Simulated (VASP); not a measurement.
# VASP 6.6.1 run: Mg₂Ge

INCAR

```
IBRION = -1
NELM = 63
SIGMA = 0.02
GGA = PE
NSW = 0
ENCUT = 520
PREC = Accurate
AMIX = 0.6
LCHARG = .FALSE.
EDIFF = 1E-7
LREAL = .FALSE.
NBANDS = 16
LASPH = .TRUE.
ISMEAR = -1
LWAVE = .FALSE.
ALGO = All
ISIF = 2
```

KPOINTS

```
KPOINTS created by Atomic Simulation Environment
0
Gamma
8 8 8
0 0 0
```

POSCAR

```
Ge Mg
 1.0000000000000000
     0.0000000000000000    3.2149322498999999    3.2149322498999999
     3.2149322498999999    0.0000000000000000    3.2149322498999999
     3.2149322498999999    3.2149322498999999    0.0000000000000000
 Ge  Mg
   1   2
Cartesian
  0.0000000000000000  0.0000000000000000  0.0000000000000000
  1.6074661249499997  1.6074661249499997  1.6074661249499997
  4.8223983748499988  4.8223983748499988  4.8223983748499988
```

The recommended PBE PAW datasets give the neutral cell 18 valence electrons.

Command

```
mpirun -np 1 vasp_std
```

Task: How does this run end, and what does it give?

Result: It converged. Results: gap between bands v and c on the k mesh 0.17 eV; least direct gap on the k mesh 0.92 eV; pressure -0.3 GPa. Band v is the last that the valence electrons fill when counted band by band, and c is the next.

OSZICAR

```
N       E                     dE             d eps       ncg     rms           ort
DAV:   1     0.881512871666E+02    0.88151E+02   -0.85276E+03   464   0.216E+03
DAV:   2     0.289841991220E+01   -0.85253E+02   -0.81904E+02   464   0.430E+02
DAV:   3    -0.851579170179E+01   -0.11414E+02   -0.11377E+02   464   0.899E+01
DAV:   4    -0.882990307464E+01   -0.31411E+00   -0.31408E+00   464   0.154E+01
DAV:   5    -0.883699051254E+01   -0.70874E-02   -0.70874E-02   464   0.256E+00
SDA:   6    -0.789794648102E+01    0.93904E+00   -0.70874E-02   464   0.145E+01   0.000E+00
CGA:   7    -0.825068145711E+01   -0.35273E+00   -0.35262E+00   464   0.537E+00   0.373E-02
CGA:   8    -0.833115198692E+01   -0.80471E-01   -0.80681E-01   464   0.512E-01   0.123E-02
CGA:   9    -0.835330530332E+01   -0.22153E-01   -0.22188E-01   464   0.874E-02  -0.221E-03
CGA:  10    -0.835682821077E+01   -0.35229E-02   -0.35280E-02   464   0.136E-02  -0.268E-04
CGA:  11    -0.835729201942E+01   -0.46381E-03   -0.46514E-03   464   0.233E-03  -0.130E-04
CGA:  12    -0.835735867604E+01   -0.66657E-04   -0.66680E-04   464   0.759E-04  -0.597E-06
CGA:  13    -0.835737810366E+01   -0.19428E-04   -0.19435E-04   464   0.132E-04  -0.344E-05
CGA:  14    -0.835738243034E+01   -0.43267E-05   -0.43461E-05   464   0.235E-05  -0.219E-06
CGA:  15    -0.835738342734E+01   -0.99701E-06   -0.10425E-05   464   0.474E-06  -0.246E-06
CGA:  16    -0.835738356441E+01   -0.13707E-06   -0.13549E-06   464   0.911E-07   0.529E-07
CGA:  17    -0.835738359713E+01   -0.32718E-07   -0.32113E-07   464   0.208E-07   0.167E-07
   1 F= -.83573836E+01 E0= -.83573642E+01  d E =-.387733E-04
```

For comparison, a separate PBE run of the intended cell, on usual settings and not on those above, gives a gap of 0.17 eV on its mesh and a pressure of -0.4 GPa.
